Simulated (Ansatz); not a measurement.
**PbTe (Pm-3m): an equation of state far from equilibrium**

The task here is to estimate one member of a computed series from the others.

Method: DFT PBE, scalar-relativistic, plane waves, PAW, in Ansatz 0.2.0.

### The system as given

It takes space group Pm-3m (No. 221, cubic). Conventional cell: a = 4.004 Å, b = 4.004 Å, c = 4.004 Å, α = 90.00°, β = 90.00°, γ = 90.00°. Te (site symmetry m-3m) has 8 Pb at 3.47 Å as nearest neighbours. Around Pb (site symmetry m-3m) lie 8 Te at 3.47 Å.

Coordinates:

```xyz
2
Lattice="4.0039 0.0000 0.0000 0.0000 4.0039 0.0000 0.0000 0.0000 4.0039" Properties=species:S:1:pos:R:3 pbc="T T T"
Te    2.0020    2.0020    2.0020
Pb    0.0000    0.0000    0.0000
```

This cell comes from an earlier session at PBE: 32.095 Å³/atom at 0.00 GPa, on a 8×8×8 mesh.

Set-up of the first run:

The input, input.yaml:

```yaml
crystal:
  lattice:
    - [3.9498280178, 0.0, 0.0]
    - [0.0, 3.9498280178, 0.0]
    - [0.0, 0.0, 3.9498280178]
  atoms:
    - { symbol: Te, position: [0.5, 0.5, 0.5] }
    - { symbol: Pb, position: [0.0, 0.0, 0.0] }
basis:
  ecutwfc: 420
  ecutrho_ratio: 4
kpoints:
  mp_grid: { grid: [8, 8, 8] }
hamiltonian:
  xc: pbe
scf:
  occupations: { method: gaussian, width: 0.05 }
output:
  forces: true
  stress: true
  eigenvalues: true
```

Run with:

```
ansatz run input.yaml --threads 1 --pin off --max-ram 2560MiB --backend cpu --events-out ev --progress --plain --runs-dir out
```

Steps of the session up to this table: Volume × 0.96; Volume × 1.04; Volume × 0.92; Volume × 0.88; Volume × 0.84; Volume × 0.8.

One table of the session follows, with a row left open; its other results are not shown here.

It belongs to the step «The curve». 

| volume (Å³/atom) | energy above the lowest (meV/atom) | pressure (GPa) |
| --- | --- | --- |
| 25.676 | 222.3 | 14.1 |
| 26.960 | 126.8 | 9.8 |
| 28.243 | ? | ? |
| 29.527 | 24.2 | 3.6 |
| 30.811 | 7.2 | 1.7 |
| 32.095 | 0.0 | 0.0 |
| 33.378 | 6.2 | -1.5 |

Estimate the missing values for volume (Å³/atom) = 28.243.

Worked estimate for «energy above the lowest (meV/atom)». A straight line through the neighbours (26.960, 126.8) and (29.527, 24.2) gives 126.8 + (24.2 − 126.8) × (28.243 − 26.960) / (29.527 − 26.960) = 75.5; a parabola fitted to 4 rows on both sides gives 62.4.

The run gave: energy above the lowest (meV/atom): 62.8; pressure (GPa): 6.3. In «energy above the lowest (meV/atom)» the line misses by +12.7 and the parabola by -0.4.

To keep in mind: The k mesh is not the same at all volumes. Other structures may be lower in enthalpy at these pressures.
